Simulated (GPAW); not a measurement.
**GaSb: band structure with TPSS**

**The experiment to reproduce.**

A printed reference work, data compilation reports, for a bulk crystal of GaSb at 4.2 K: band gap 0.811 eV (direct).

Crystal: GaSb.

```
Sb Ga
1.0
     0.00000    3.05900    3.05900
     3.05900    0.00000    3.05900
     3.05900    3.05900    0.00000
Sb Ga
1 1
Direct
  0.75000 0.75000 0.75000
  0.00000 0.00000 0.00000
```

| Quantity | Value |
| --- | --- |
| Program | GPAW 26.7.0 |
| Task | band structure |
| Functional | TPSS |
| Potentials or basis | GPAW PAW data sets (gpaw-data 1.2.1) |
| Cutoff | 600 eV |
| Basis | pw |
| k mesh | 6 × 6 × 6 |
| Occupations | fermi-dirac, width 0.05 eV |
| Spin | spin-orbit coupling, no magnetisation |
| Eigensolver | davidson |
| Maxiter | 150 |
| Band path | GXWKGLUWLK,UX |
| Band points | 60 |
| spin axis theta (degrees) | 0 |
| spin axis phi (degrees) | 0 |
| Soc after scf | second variation without the xc potential |

- Pressure: 1.5 GPa
- Band gap along the path: none (metal or under the smearing width)

Levels at the corners of the path, in eV from the Fermi level:
```csv
point,band 14,band 15,band 16,band 17,band 18,band 19,band 20,band 21,band 22,band 23
Γ,-0.81,-0.05,-0.05,-0.03,-0.03,-0.03,-0.03,2.45,2.45,2.67
X,-7.11,-3.03,-3.03,-2.75,-2.75,0.67,0.67,1.03,1.03,8.46
W,-6.90,-3.90,-3.55,-3.43,-3.40,3.28,3.70,4.11,4.17,4.25
K,-6.87,-4.07,-3.85,-2.51,-2.48,1.17,1.20,3.62,3.77,6.36
Γ,-0.81,-0.05,-0.05,-0.03,-0.03,-0.03,-0.03,2.45,2.45,2.67
L,-6.68,-1.68,-1.68,-1.23,-1.23,0.23,0.23,3.51,3.51,3.64
U,-6.87,-4.07,-3.85,-2.51,-2.48,1.17,1.20,3.62,3.77,6.36
W,-6.90,-3.90,-3.55,-3.43,-3.40,3.28,3.70,4.11,4.17,4.25
L,-6.68,-1.68,-1.68,-1.23,-1.23,0.23,0.23,3.51,3.51,3.64
K,-6.87,-4.07,-3.85,-2.51,-2.48,1.17,1.20,3.62,3.77,6.36
U,-6.87,-4.07,-3.85,-2.51,-2.48,1.17,1.20,3.62,3.77,6.36
X,-7.11,-3.03,-3.03,-2.75,-2.75,0.67,0.67,1.03,1.03,8.46
```

Run time: 71 s on 1 thread of Intel(R) Xeon(R) 6975P-C (Granite Rapids) (shared host), peak memory 0.4 GiB.

Measured gap of GaSb: 0.811 eV (direct; 4.2 K; a printed reference work, data compilation). This calculation gives 0.00 eV (-0.81 eV). The value is that of TPSS, without temperature or zero-point motion.

Caveat: spin-orbit coupling was added after a scalar SCF, so levels and gaps hold it while energy, forces, pressure and moments don't; this program's spin-orbit splittings come out too wide for heavy elements; the PAW data sets were made with another functional, which shifts forces and pressure a little; this crystal is a semiconductor, whose small gap the functional closes, so the metal is an error of the method.
